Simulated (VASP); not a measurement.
Wanted: the native input for a VASP 6.6.1 run.

| Item | Value |
| --- | --- |
| Task | single point |
| Functional | PBE |
| Potentials or basis | VASP PAW PBE potentials, release 64 (Fe, O) |
| Cutoff | 520 eV |
| k mesh | 8 × 8 × 8 |
| Occupations | gaussian, width 0.05 eV |
| Spin | collinear spin, random start |
| Starting moments | [2.38, 0.0] μB |
| Further INCAR settings | ALGO = Fast; EDIFF = 1e-07 |

The structure of FeO lies in POSCAR:

```
FeO
1.0
    1.5176821100      0.8762341800      2.5157945800
   -1.5176821100      0.8762341800      2.5157945800
    0.0000000000     -1.7524683500      2.5157945800
Fe O
1 1
Direct
    0.0000000000      0.0000000000      0.0000000000
    0.5000000000      0.5000000000      0.5000000000
```

These files were run (other wordings do the same):

INCAR

```
PREC     = Accurate       # precision mode
ENCUT    = 520            # plane-wave cutoff, eV
EDIFF    = 1E-7           # SCF threshold, eV
ISMEAR   = 0              # smearing method
SIGMA    = 0.05           # smearing width, eV
LREAL    = False          # projectors in reciprocal space
LASPH    = True           # aspherical terms in the spheres
NELM     = 100            # most SCF steps
ALGO     = Fast           # electronic algorithm
ISIF     = 2              # what is computed and relaxed
LWAVE    = False          # write WAVECAR
LCHARG   = True           # write CHGCAR
ISPIN    = 2              # spin polarisation
MAGMOM   = 2.38 0         # initial moments
LORBIT   = 11             # projections on sites
LMAXMIX  = 4              # l up to which the mixer works
GGA      = PE             # functional
LELF     = True           # ELF
LVHAR    = True
```

KPOINTS

```
Automatic mesh
0
Gamma
  8 8 8
```

Potentials or basis: VASP PAW PBE potentials, release 64 (Fe, O).

Run with:

```sh
$ cat potpaw_PBE.64/Fe/POTCAR potpaw_PBE.64/O/POTCAR > POTCAR
$ mpirun -np 1 vasp_std > vasp.out
```

It gave:

```json
{
 "Pressure": "-0.6 GPa",
 "Band gap on the k mesh": "none (metal or under the smearing width)",
 "Net moment": "4.00 μB per cell",
 "Site moments": "Fe +3.62; O +0.30 μB",
 "Valence electrons inside the program's atomic spheres": "Fe 6.73; O 4.99"
}
```

Caveat: a cell with one magnetic atom can't hold antiferromagnetic order, which such compounds often take; semilocal functionals often make such compounds metallic where correlation or magnetic order opens a gap, which also shifts bond lengths.

It took 19 s on 1 thread of AMD EPYC 9R45 96-Core Processor (Zen 5) (shared host), peak memory 0.14 GiB.
